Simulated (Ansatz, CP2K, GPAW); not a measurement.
Na: 3 runs at one level of theory

```
Na
1.0
     3.70832    0.00000    0.00000
    -1.23611    3.49624    0.00000
    -1.23611   -1.74812    3.02783
Na
1
Direct
  0.00000 0.00000 0.00000
```

Alike in all runs: task single point; functional LDA; k mesh 9 × 9 × 9; occupations gaussian, width 0.05 eV; no spin polarisation; no spin-orbit coupling. LDA stands for any of its common fits. Pressure is positive in compression and, in plane waves, holds the error of the finite cutoff.

```
                                                    program and potentials  plane-wave cutoff (eV)                                                 notes  pressure (GPa)
                            Ansatz, all-electron LAPW, scalar-relativistic                       -                                                     -           -1.12
GPAW, the program's PAW data sets (release 1.2.1) made for this functional                     800                7 valence electrons an atom on average           -1.12
            CP2K, GTH_POTENTIALS Na GTH-PADE-q9; TZVP-MOLOPT-PBE-GTH basis                       -  atomic basis; 9 valence electrons an atom on average           -1.07
```

The pressure spans -1.12 (Ansatz, all-electron LAPW, scalar-relativistic) to -1.07 GPa (CP2K, GTH_POTENTIALS Na GTH-PADE-q9; TZVP-MOLOPT-PBE-GTH basis), with all-electron results at -1.12. Rows in atomic bases carry the error of their basis and grid, which can be large.

Differences between rows come from potentials, basis sets and numerical settings, since the functional is the same but for its coding. Runs on potential files found faulty are left out.
